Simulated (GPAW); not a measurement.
Crystal: MgO2.

```xyz
3
Lattice="1.6048 0.9265 3.4940 -1.6048 0.9265 3.4940 0.0000 -1.8530 3.4940" Properties=species:S:1:pos:R:3 pbc="T T T"
Mg    0.0000    0.0000    0.0000
O     0.0000    0.0000    5.9874
O     0.0000    0.0000    4.4945
```

The cell comes from a database or a generator and needn't be the stable form of this composition.

```yaml
Program: GPAW 26.7.0
Task: relaxation of cell and atoms
Functional: PBEsol
Potentials_or_basis: PAW data sets generated in the run's folder for this functional
Cutoff: 800 eV
Basis: pw
k_mesh: 7 × 7 × 7
Occupations: fermi-dirac, width 0.05 eV
Spin: no spin polarisation
```

At the start: pressure -4.5 GPa; volume 10.39 Å³/atom.

Question: How do energy, volume and symmetry change on relaxing?

Answer: Over 11 steps the energy falls by 4.9 meV/atom and the volume is 10.05 Å³/atom (-3.3 %); space group R-3m (No. 166, to 0.05 Å).

Step by step:
```tsv
step	energy change (eV)	largest force (eV/Å)	pressure (GPa)	volume (Å³)
1	0.0000	0.3258	-4.52	31.17
2	-0.0053	0.0595	-3.72	31.04
3	-0.0096	0.2042	-2.31	30.77
4	-0.0123	0.2372	-1.18	30.50
5	-0.0143	0.0972	0.06	30.18
6	-0.0146	0.0115	0.08	30.15
7	-0.0146	0.0172	0.00	30.16
8	-0.0147	0.0327	-0.06	30.16
9	-0.0147	0.0384	-0.10	30.16
10	-0.0148	0.0223	-0.07	30.15
11	-0.0148	0.0050	-0.02	30.14
```

Final structure:
```yaml
crystal:
  lattice:
    - [1.58536, 0.91531, 3.46143]
    - [-1.58536, 0.91531, 3.46143]
    - [0.00000, -1.83062, 3.46143]
  atoms:
    - { symbol: Mg, position: [0.00000, 0.00000, 0.00000] }
    - { symbol: O, position: [0.57079, 0.57079, 0.57079] }
    - { symbol: O, position: [0.42921, 0.42921, 0.42921] }
```

Caveat: later steps reuse the first step's grids.
